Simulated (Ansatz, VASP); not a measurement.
**One calculation of MoS2, two programs**

The input INCAR:

```
PREC = Accurate ; ENCUT = 520
EDIFF = 1E-6 ; ISMEAR = 0
SIGMA = 0.05 ; LREAL = F
LASPH = T ; NELM = 80
ALGO = Fast ; ISIF = 2
LWAVE = F ; LCHARG = F
ISPIN = 2 ; MAGMOM = 1 -0.5 0 0 0 0
LORBIT = 11 ; LMAXMIX = 4
LDAU = T ; LDAUTYPE = 2
LDAUL = 2 -1 ; LDAUU = 2 0
LDAUJ = 0 0 ; LDAUPRINT = 1
GGA = PS ; NBANDS = 39
```

The input KPOINTS:

```
Automatic mesh
0
Gamma
  3 5 4
```

The input POSCAR:

```
MoS2
1.0
    6.2959850400      0.0000000000      0.0000000000
    0.0000000000      3.8595640600      0.0000000000
   -0.0030992400      0.0000000000      4.4393295900
Mo S
2 4
Direct
    0.0000000000      0.0000000000      0.0000000000
    0.5000000000      0.5000000000      0.0000000000
    0.6879000000      0.0000000000      0.2889000000
    0.1879000000      0.5000000000      0.2889000000
    0.3121000000      0.0000000000      0.7111000000
    0.8121000000      0.5000000000      0.7111000000
```

The input input.yaml:

```yaml
crystal:
  lattice:
    - [6.29598504, 0.0, 0.0]
    - [0.0, 3.85956406, 0.0]
    - [-0.00309924, 0.0, 4.43932959]
  atoms:
    - { symbol: Mo, position: [0.0, 0.0, 0.0], spin: 1.0 }
    - { symbol: Mo, position: [0.5, 0.5, 0.0], spin: -0.5 }
    - { symbol: S, position: [0.6879, 0.0, 0.2889] }
    - { symbol: S, position: [0.1879, 0.5, 0.2889] }
    - { symbol: S, position: [0.3121, 0.0, 0.7111] }
    - { symbol: S, position: [0.8121, 0.5, 0.7111] }
hamiltonian:
  xc: pbesol
  pseudopotentials: { kind: paw }
  hubbard: { sites: [{ species: Mo, l: d, u_eff: 2.0 }] }
magnetization:
  spin_polarized: true
kpoints:
  mp_grid: { grid: [3, 5, 4] }
scf:
  occupations: { method: gaussian, width: 0.05 }
output:
  forces: true
  stress: true
  eigenvalues: true
```

The cell comes from a database or a generator and needn't be the stable form of this composition.

Alike in both runs: task single point; functional PBEsol; k mesh 3 × 5 × 4; occupations gaussian, width 0.05 eV; collinear spin, ferrimagnetic start; Hubbard terms Mo d U = 2 eV.

|  | VASP | Ansatz |
| --- | --- | --- |
| version | VASP 6.6.1 | Ansatz 0.2.0 |
| potentials or method | VASP PAW PBE potentials, release 64 (Mo_sv, S) | Ansatz PAW |
| plane-wave cutoff (eV) | 520 | 420 |
| valence electrons in the cell | 52 | 52 |

```tsv
	VASP	Ansatz	Ansatz less VASP
gap on the k mesh at the Fermi level (eV)	none	none	-
pressure (GPa)	-1.4	-1.2	+0.23
largest component of the traceless stress (GPa)	12.26	12.32	+0.064
rms of the force components (eV/Å)	0.690	0.689	-0.0009
net moment per atom (μB)	0.00	0.00	0.000
size of the moment on the site where the two differ most (μB)	1.92	1.56	-0.361
```

Site moments also hang on the region over which each program counts them. The programs project onto different local orbitals, so the same U acts differently. Atom by atom the forces differ by 0.017 eV/Å (rms over components). A gap of «none» marks a metal or a gap that the smearing closes.

Caveats: the PAW data sets were made with another functional, which shifts forces and pressure a little (VASP); the magnetic or orbital state may not be the lowest (Ansatz); the PAW data sets come from PBE, with cores solved anew for the run's functional, which leaves a small shift of forces and pressure (Ansatz); forces of over 1 eV/Å show positions far from the minimum, so gaps and moduli don't describe the material at rest (Ansatz). The state reached can hang on the start; a lower one may exist.
